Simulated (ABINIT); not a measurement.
Cl:

```
Cl
1.0
     3.14500   -2.25000    0.00000
     3.14500    2.25000    0.00000
     0.00000    0.00000    8.21000
Cl
4
Cartesian
  3.1450 0.5850 3.2840
  3.1450 1.6650 7.3890
  3.1450 -0.5850 4.9260
  3.1450 -1.6650 0.8210
```

Program: ABINIT 10.8.3 (patched build). Alike in all runs: no spin polarisation; cell as given; smearing fermi-dirac 0.05 eV.

**Question.** Order these runs on this cell by their band gap on the k mesh, lowest first.
A. level r2SCAN; potentials or basis JTH PAW PBE v2.0; k mesh 3 × 3 × 2; cutoff (eV) 816; fine-grid cutoff 1414.99 eV; mesh quality coarse
B. level TB-mBJ; potentials or basis JTH PAW LDA v2.0; k mesh 6 × 6 × 3; cutoff (eV) 816; fine-grid cutoff 1414.99 eV; mesh quality not flagged
C. level PBE; potentials or basis PseudoDojo NC SR PBE v0.4.1 standard; k mesh 5 × 5 × 3; cutoff (eV) 599; mesh quality not flagged

**Answer.** C (2.47 eV), A (2.86 eV), B (3.89 eV).

Caveats: some runs use coarse meshes; an odd mesh through Γ misses points on the zone boundary, where band edges often lie (some runs); the constant c of TB-mBJ comes from the pseudo density here, which moves gaps by up to 0.3 eV between sets of potentials (some runs).

Not every run made on this cell is shown here.
